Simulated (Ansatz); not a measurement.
# From the elastic tensor of W at 15 GPa (stress–strain coefficients) to moduli and sound speeds

Computed with DFT PBE, scalar-relativistic, plane waves, PAW (Ansatz 0.2.0). Plane waves to 420 eV; Γ-centred k mesh 20×20×20; Fermi-Dirac smearing of 0.15 eV. No spin polarisation.

The structure is cubic, space group Im-3m (No. 229). The conventional cell has a = 3.136 Å, b = 3.136 Å, c = 3.136 Å, α = 90.00°, β = 90.00°, γ = 90.00°. Around W (site symmetry m-3m) lie 8 W at 2.72 Å.

In a metal, frequencies and elastic constants depend on the k mesh and the smearing, soft modes and shear constants most. Spin–orbit coupling is left out, which can shift energies with elements as heavy as these.

Relaxed-ion constants (GPa, on the Cartesian axes of the calculation):
C11 = 601.8, C12 = 244.6, C13 = 244.6, C22 = 601.8, C23 = 244.6, C33 = 601.8, C44 = 167.4, C55 = 167.4, C66 = 167.4 GPa; the others vanish.

Density 19.791 g/cm³; 1 atom in 15.42 Å³.

The values that follow are for a polycrystal of randomly turned grains, by Hill's mean where one number stands.

With S = C⁻¹: B_V = (C11+C22+C33+2(C12+C13+C23))/9, G_V = (C11+C22+C33−C12−C13−C23+3(C44+C55+C66))/15, 1/B_R = S11+S22+S33+2(S12+S13+S23), 15/G_R = 4(S11+S22+S33−S12−S13−S23)+3(S44+S55+S66); Hill is their mean. Then v_l = √((B+4G/3)/ρ), v_t = √(G/ρ), v_m = [(2/v_t³+1/v_l³)/3]^(−1/3) and Θ = (ħ/k_B)·v_m·(6π²n/V)^(1/3) for n atoms in the volume V; E = 9BG/(3B+G), ν = (3B−2G)/(2(3B+G)) and A^U = 5G_V/G_R + B_V/B_R − 6.

```json
{"Bulk modulus, Voigt / Reuss / Hill": "363.7 / 363.7 / 363.7 GPa", "Shear modulus, Voigt / Reuss / Hill": "171.9 / 171.7 / 171.8 GPa", "Young's modulus": "445 GPa", "Poisson ratio": "0.296", "Pugh ratio B/G": "2.12", "Universal anisotropy index": "0.01", "Longitudinal and transverse sound speeds": "5473 and 2946 m/s", "Debye temperature from the mean sound speed": "393 K"}
```

Cost: 1 run of about 1.3 core-minutes, on Arm Neoverse V1 (shared hosts).

Compressed tungsten is very stiff and almost elastically isotropic: the Voigt and Reuss shear moduli nearly coincide, and the anisotropy index is only 0.01. The stiffness comes from a roughly half-filled 5d band, in which bonding states are largely occupied and antibonding ones largely empty. The same filling favours the bcc structure and supports its resistance to tetragonal shear, here slightly greater than that to the shear governed by C44. The isotropy is thus a near balance of two distinct shear responses, not a sign of non-directional bonding. C12 exceeds C44 by more than twice the pressure, so central pair forces alone cannot describe the crystal. Despite the large moduli, the transverse sound speed is a modest 2946 m/s because the atoms are so heavy.

The Pugh ratio of 2.12 would conventionally suggest ductility, yet tungsten is known to be brittle at ambient conditions. That behaviour is governed by screw-dislocation mobility and grain-boundary cohesion, neither of which follows from elastic constants.
